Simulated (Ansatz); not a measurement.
Zinc-blende InN (metastable phase), treated with PBE0 in Ansatz (plane waves, PAW).

Numerical settings: plane-wave cutoff 460 eV, 10×10×10 k mesh, Fermi–Dirac smearing 0.01 eV, scalar-relativistic PAW data made under PBE.

On both sides of the equilibrium volume: at 15.010 Å³/atom the pressure is 4.54 GPa and the direct gap at Γ 1.177 eV; at 15.765 Å³/atom they are -2.75 GPa and 0.972 eV. The fitted bulk modulus is 145 GPa.

Question: Work out the volume deformation potential of this gap and its pressure coefficient, in two ways.

Answer: a_V = dE_g/d ln V = (0.972 − 1.177)/ln(15.765/15.010) = -4.18 eV. Since dP = −B d ln V, dE_g/dP = −a_V/B = 29 meV/GPa. Straight from the pressures: (1.177 − 0.972)/(4.54 − (-2.75)) = 28 meV/GPa. At this level and over this range the gap at Γ widens under pressure.

Spin–orbit coupling is not included.

Ansatz is a first-principles code.
